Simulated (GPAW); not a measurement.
The system is AlN.

```
CELL_PARAMETERS angstrom
0.00000 2.18399 2.18399
2.18399 0.00000 2.18399
2.18399 2.18399 0.00000
ATOMIC_POSITIONS crystal
Al 0.00000 0.00000 0.00000
N 0.25000 0.25000 0.25000
```

Measurements of this composition are mostly on another form, of space group No. 186.

Program: GPAW 26.7.0. Alike in all runs: no spin polarisation; cell as given; k mesh 10 × 10 × 10; cutoff (eV) 800; smearing fermi-dirac 0.05 eV.

Problem. Order these runs on this cell by their band gap on the k mesh, lowest first.
A. level rSCAN; potentials or basis GPAW PAW data sets (gpaw-data 1.2.1), pw; band path GXWKGLUWLK,UX; band points 60
B. level PBEint; potentials or basis PAW data sets generated in the run's folder for this functional, pw; band path GXWKGLUWLK,UX; band points 80
C. level TB-mBJ; potentials or basis GPAW PAW data sets for LDA (gpaw-data 1.2.1), pw

Solution. B (3.16 eV), A (3.97 eV), C (4.97 eV).

Caveats: a model potential gives levels but no total energy (some runs).

A k mesh can miss the band edges.

Runs at the PBE level aren't shown here.
